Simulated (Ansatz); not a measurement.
# Ta8HN8: the cost of one run

Program: Ansatz 0.2.0. Level of theory: DFT PBE, scalar-relativistic, plane waves, PAW. These are calculated values, not measurements.

3 further runs of the same task are left out: 3 set aside as unsound or not needed.

## 1. The starting structure

The structure is hexagonal, space group P-6m2 (No. 187). Conventional cell: a = 2.950 Å, b = 2.950 Å, c = 2.898 Å, α = 90.00°, β = 90.00°, γ = 120.00°. Ta (site symmetry -6m2) is surrounded by 6 N at 2.24 Å. Around N (site symmetry -6m2) lie 6 Ta at 2.24 Å.

Coordinates:

```
Ta N
1.0
     2.95018    0.00000    0.00000
    -1.47509    2.55493    0.00000
     0.00000    0.00000    2.89777
Ta N
1 1
Direct
  0.33333 0.66667 0.50000
  0.00000 0.00000 0.00000
```

It is the result of an earlier relaxation at this level (volume 10.92 Å³/atom; gap on the mesh: none (metal)).

## 2. Relaxing the first end

The supercell's rows are 0 0 -2; 2 0 0; -2 -2 0 in vectors of the relaxed cell. Atom 17 is the H that will move.

input.yaml

```yaml
crystal:
  lattice:
    - [0.0, 0.0, -5.7955432031]
    - [5.9003693593, 0.0, 0.0]
    - [-2.9501846797, -5.1098697569, 0.0]
  atoms:
    - { symbol: Ta, position: [0.25, 0.8333333333, 0.1666666667] }
    - { symbol: Ta, position: [0.75, 0.8333333333, 0.1666666667] }
    - { symbol: Ta, position: [0.25, 0.3333333333, 0.1666666667] }
    - { symbol: Ta, position: [0.75, 0.3333333333, 0.1666666667] }
    - { symbol: Ta, position: [0.25, 0.8333333333, 0.6666666667] }
    - { symbol: Ta, position: [0.75, 0.8333333333, 0.6666666667] }
    - { symbol: Ta, position: [0.25, 0.3333333333, 0.6666666667] }
    - { symbol: Ta, position: [0.75, 0.3333333333, 0.6666666667] }
    - { symbol: "N", position: [0.5, 0.5, 0.0] }
    - { symbol: "N", position: [0.0, 0.5, 0.0] }
    - { symbol: "N", position: [0.5, 0.0, 0.0] }
    - { symbol: "N", position: [0.0, 0.0, 0.0] }
    - { symbol: "N", position: [0.5, 0.5, 0.5] }
    - { symbol: "N", position: [0.0, 0.5, 0.5] }
    - { symbol: "N", position: [0.5, 0.0, 0.5] }
    - { symbol: "N", position: [0.0, 0.0, 0.5] }
    - { symbol: H, position: [0.8969187253, 0.1488494035, 0.8459873213] }
basis:
  ecutwfc: 420
  xc_grid: 2
kpoints:
  mp_grid: { grid: [4, 5, 5], shift: [0.5, 0.0, 0.0] }
hamiltonian:
  xc: pbe
scf:
  occupations: { method: gaussian, width: 0.1 }
output:
  forces: true
  stress: false
  eigenvalues: true
  write_density: true
  write_potential: true
  elf: true
  volumetric_format: npy
relax:
  adjacent_minimum: "off"
  f_tol: 0.02
  max_steps: 60
```

Started as:

```
ansatz run input.yaml --threads 4 --pin off --max-ram 10240MiB --backend cpu --events-out ev --progress --plain --runs-dir out
```

Q: Estimate wall time and peak memory on 4 threads of Arm Neoverse V2, shared host.

About 2.7 min, with a peak of 0.97 GiB.
